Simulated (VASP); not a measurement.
Input of a VASP 6.6.1 run:

INCAR

```
SYSTEM = Si
PREC     = Accurate       ! precision mode
ENCUT    = 600            ! plane-wave cutoff, eV
EDIFF    = 1E-7           ! SCF threshold, eV
ISMEAR   = 1              ! smearing method
SIGMA    = 0.1            ! smearing width, eV
LREAL    = .FALSE.        ! projectors in reciprocal space
LASPH    = .TRUE.         ! aspherical terms in the spheres
NELM     = 80             ! most SCF steps
ALGO     = Fast           ! electronic algorithm
ISIF     = 2              ! what is computed and relaxed
LWAVE    = .FALSE.        ! write WAVECAR
LCHARG   = .FALSE.        ! write CHGCAR
GGA      = PS             ! functional
IBRION   = 2              ! ionic algorithm
NSW      = 40             ! ionic steps
EDIFFG   = -0.01          ! ionic threshold
```

KPOINTS

```
regular mesh
0
G
  16 16 16
  0 0 0
```

File POSCAR:

```
Si                                      
1.0
    0.0000000000      1.9152827479      1.9152827479
    1.9152827479      0.0000000000      1.9152827479
    1.9152827479      1.9152827479      0.0000000000
  Si            
     1
Direct
     0.0000000000000000    0.0000000000000000    0.0000000000000000
```

Potentials or basis: VASP PAW PBE potentials, release 64 (Si).

Launch:

```console
$ cat potpaw_PBE.64/Si/POTCAR > POTCAR
$ mpirun -np 1 vasp_std > vasp.out
```

Question: What does it give for the band gap on the k mesh?

Answer: None (metal or under the smearing width).

Final structure:
```xyz
1
Lattice="0.0000 1.9153 1.9153 1.9153 0.0000 1.9153 1.9153 1.9153 0.0000" Properties=species:S:1:pos:R:3 pbc="T T T"
Si    0.0000    0.0000    0.0000
```

Caveat: the relaxation stopped at its first step, so nothing moved.
